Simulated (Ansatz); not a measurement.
O in its lowest state found on the top face of a (010) slab of HfSi$_{2}$ (Cmcm (No. 63)), 10 planes, outer planes Hf (top) and Si (bottom); 1 a cell of 13.27 Å², its atoms last:

```
CELL_PARAMETERS angstrom
3.63610 0.00000 0.00000
0.00000 3.65000 0.00000
0.00000 0.00000 31.26377
ATOMIC_POSITIONS crystal
Si 0.25000 0.50000 0.27188
Si 0.75000 0.00000 0.27208
Hf 0.75000 0.50000 0.33865
Si 0.25000 0.00000 0.36137
Si 0.75000 0.00000 0.41201
Hf 0.25000 0.50000 0.43473
Si 0.25000 0.00000 0.50125
Si 0.75000 0.50000 0.50137
Hf 0.75000 0.00000 0.56843
Si 0.25000 0.50000 0.58914
Si 0.75000 0.50000 0.63884
Hf 0.25000 0.00000 0.67300
O 0.75000 0.00000 0.70357
```

Level of theory: DFT PBEsol, scalar-relativistic, plane waves, PAW (Ansatz). Cutoff 420 eV; k points 8×8×1 on the computed 13-atom cell (Γ-centred); Gaussian smearing, width 0.10 eV; no spin polarisation. The cell repeats along c with a dipole correction in the vacuum.

The clean top face has a work function of 3.69 eV. Adsorption changes the slab's dipole along +c by Δp = -0.1074 e·Å a cell (-0.52 D an adsorbate).

**Question.** What change of work function does the Helmholtz equation give?

**Answer.** A sheet of dipoles makes a step in an electron's potential energy of −e·Δp/(ε0·A), and e/ε0 = 180.95 eV·Å for Δp in e·Å: −180.95 × (-0.1074)/13.27 = +1.46 eV. This is the change of φ(top) − φ(bottom). If the bottom face is unmoved, φ(top) becomes 5.16 eV.

**Question.** How does that compare with the calculation?

**Answer.** φ(top) changes by +1.43 eV and φ(bottom) by -0.03 eV, so their difference changes by +1.46 eV. The bottom face hardly moves.

**Question.** What does the sign say about the electrons?

**Answer.** The change of dipole points into the surface (negative end outward), so the work function rises. Electrons gather on the vacuum side. Δp also holds the adsorbate's own dipole and the moves of the surface atoms, so it isn't a charge transfer alone.

Spin-orbit coupling is left out, which matters for the bands of heavy elements.